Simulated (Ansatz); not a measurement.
Density of states of FeCo (Pm-3m, a = 2.838 Å, b = 2.838 Å, c = 2.838 Å, α = 90.00°, β = 90.00°, γ = 90.00°), in states per eV and primitive cell, averaged over bins of 0.4 eV. Computed with Ansatz, DFT r2SCAN, scalar-relativistic, plane waves, PAW.

Settings: cutoff 500 eV, Γ-centred mesh 14×14×14 on the computed 2-atom cell, Gaussian smearing of 0.10 eV; collinear spin from starting moments 3.41 2.16 μB.

The cell is relaxed at this level. The states (both spins) are summed by tetrahedra on a 21×21×21 mesh at the self-consistent density. Energies are bin centres; the table starts no lower than −8 eV and ends at 6 eV, or lower where the solved bands end.

It is a metal at this level.

```csv
E − E_F (eV),total,Fe 3d down,Co 3d down,Co 3d up,Fe 3d up,Fe 4s up,Co 4s up
-7.85,0.23,0.00,0.00,0.00,0.00,0.05,0.05
-7.45,0.27,0.00,0.00,0.01,0.01,0.06,0.06
-7.05,0.33,0.01,0.01,0.01,0.02,0.07,0.07
-6.65,0.44,0.01,0.01,0.03,0.06,0.09,0.09
-6.25,1.21,0.01,0.01,0.28,0.46,0.12,0.15
-5.85,2.08,0.02,0.02,0.64,0.94,0.12,0.12
-5.45,1.71,0.03,0.04,0.55,0.78,0.07,0.04
-5.05,2.49,0.06,0.07,0.75,1.34,0.02,0.01
-4.65,2.79,0.12,0.16,0.91,1.31,0.02,0.01
-4.25,3.50,0.18,0.22,1.13,1.57,0.07,0.05
-3.85,2.15,0.19,0.25,0.62,0.76,0.04,0.05
-3.45,2.27,0.33,0.40,0.51,0.79,0.02,0.02
-3.05,4.91,0.31,0.57,2.45,1.45,0.01,0.01
-2.65,5.18,0.49,1.08,2.02,1.37,0.04,0.03
-2.25,4.03,1.04,1.13,0.97,0.55,0.03,0.04
-1.85,4.37,0.95,1.46,0.92,0.57,0.04,0.04
-1.45,2.23,0.41,1.21,0.18,0.12,0.04,0.04
-1.05,0.90,0.08,0.50,0.08,0.06,0.05,0.05
-0.65,0.32,0.03,0.05,0.06,0.05,0.06,0.05
-0.25,0.40,0.09,0.04,0.05,0.04,0.06,0.06
0.15,1.06,0.59,0.18,0.04,0.04,0.06,0.06
0.55,1.87,1.13,0.45,0.04,0.03,0.06,0.06
0.95,2.62,1.36,0.98,0.03,0.02,0.05,0.05
1.35,3.67,1.58,1.82,0.03,0.02,0.05,0.05
1.75,3.18,1.78,1.07,0.02,0.02,0.05,0.04
2.15,0.83,0.38,0.17,0.02,0.01,0.04,0.04
2.55,0.62,0.24,0.07,0.01,0.01,0.04,0.04
2.95,0.65,0.23,0.07,0.01,0.01,0.03,0.03
3.35,0.54,0.14,0.06,0.01,0.01,0.03,0.03
3.75,0.48,0.10,0.05,0.01,0.01,0.02,0.02
4.15,0.42,0.07,0.04,0.00,0.00,0.02,0.02
4.55,0.37,0.05,0.03,0.00,0.00,0.01,0.01
4.95,0.31,0.04,0.02,0.00,0.00,0.01,0.01
5.35,0.26,0.03,0.02,0.00,0.00,0.01,0.01
5.75,0.23,0.02,0.01,0.00,0.00,0.01,0.02
```

The columns after the total are the main Löwdin projections on the occupied valence shells of the potentials; 2 others are left out. The rest of the total lies in those, in shells that are empty in the free atom, which aren't projected, and between the atoms.

The state reached may not be the lowest one. Only parallel moments were tried here.

Only this magnetic start was tried.

Cost: 1 run of about 1.3 core-minutes, on Intel Xeon Platinum 8259CL (Skylake/Cascade Lake) (shared hosts).